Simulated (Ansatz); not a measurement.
Consider the following.

Relaxed LaAlO$_{3}$ (cubic perovskite):

```
LaAlO3
1.0
    7.57389     0.00000     0.00000
    0.00000     3.78694     0.00000
    0.00000     0.00000     3.78694
La Al O
2 2 6
Direct
  0.00000   0.00000   0.00000
  0.50000   0.00000   0.00000
  0.25000   0.50000   0.50000
  0.75000   0.50000   0.50000
  0.00000   0.50000   0.50000
  0.50000   0.50000   0.50000
  0.25000   0.50000   0.00000
  0.75000   0.50000   0.00000
  0.25000   0.00000   0.50000
  0.75000   0.00000   0.50000
```

The atoms are displaced by Q × the pattern below (from a DFPT mode at X = (0.5, 0.0, 0.0), largest move 1; Q in Å), at fixed cell. It is one choice among 2 degenerate patterns. (q is in reciprocal vectors of the primitive cell; the cell shown is doubled to hold the pattern.)

| atom | x | y | z |
|---|---|---|---|
| Al3 | 0.000 | 0.000 | -0.984 |
| Al4 | 0.000 | 0.000 | 0.984 |
| O7 | 0.000 | 0.000 | -0.143 |
| O8 | 0.000 | 0.000 | 0.143 |
| O9 | 0.000 | 0.000 | 1.000 |
| O10 | 0.000 | 0.000 | -1.000 |

Atoms not listed stay in place.

Level of theory: r2SCAN (plane waves to 500 eV, PAW, scalar-relativistic; Ansatz, a quantum-chemistry and plane-wave program). k mesh 5×9×9 (Γ-centred), Fermi-Dirac smearing 0.05 eV. The energy includes the smearing's −TS. LaAlO3 is run without spin polarisation. LaAlO3 was relaxed with its symmetry unable to fall. This is a high-temperature form of LaAlO3. ΔE is measured from the undisplaced structure.

The scan covers Q from -0.280 to 0.280 Å in 13 points.

Q: Which space group does the distorted structure have?

A: Pmma (No. 51), lowered from Pm-3m.

Q: What is the energy change at Q = 0.280 Å?

A: 2336 meV/cell.

Q: What harmonic wavenumber does the curvature at Q = 0 give?

A: 416 cm⁻¹.

(A displaced cell: forces are minus the slopes of the energy, force constants its curvatures, and phonons follow from these.)
